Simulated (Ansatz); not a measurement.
BAs, DFT, LDA, all-electron PAW with datasets made for the crystal, scalar-relativistic (Ansatz 0.2.0), run on 1 thread of Intel(R) Xeon(R) Platinum 8488C (Sapphire Rapids) on a shared host.

The geometry is COD entry 9008833, unchecked; take it as a test cell.

Command: `ansatz run input.yaml --threads 1 --pin off --max-ram 3072MiB --backend cpu --events-out ev --progress --plain --runs-dir out`

```yaml
crystal:
  lattice:
    - [0.0, 2.3885, 2.3885]
    - [2.3885, 0.0, 2.3885]
    - [2.3885, 2.3885, 0.0]
  atoms:
    - { symbol: B, position: [0.0, 0.0, 0.0] }
    - { symbol: As, position: [0.75, 0.75, 0.75] }
kpoints:
  mp_grid: { grid: [13, 13, 13] }
  band_path:
    path:
      - [0.0, 0.0, 0.0]
      - [-0.5, -0.5, 0.0]
      - [-0.375, -0.375, 0.25]
      - [-0.375, 0.0, 0.375]
      - [0.0, 0.0, 0.0]
      - [0.0, 0.0, 0.5]
      - [-0.5, -0.25, 0.25]
      - [-0.5, -0.5, 0.0]
    npoints: 8
scf:
  occupations: { method: fermi_dirac, width: 0.05 }
hamiltonian:
  xc: lda
  pseudopotentials: { kind: all_electron, datasets: crystal }
output:
  forces: true
  stress: true
  eigenvalues: true
  efg: { contact_densities: true }
```

Q: How large is the problem that the program sets up?

A: 84 irreducible k-points, 259 plane waves at Γ, 8 bands.

Q: Estimate the wall time and the peak memory.

A: 9 s of wall time for 7 SCF iterations, with a peak of 0.47 GiB. Times on shared machines scatter by tens of per cent.

Q: And the same cell and mesh by full-potential LAPW, asked for forces, stress, eigenvalues, populations, dos and the same band path, on the same hardware?

A: 20 s, peak memory 0.38 GiB.

Q: And the same cell and mesh by PAW (frozen-core files), asked for forces, stress, eigenvalues, efg, populations, bader, dos, write_density, write_potential, elf and the same band path, on the same hardware?

A: 20 s, peak memory 0.41 GiB.
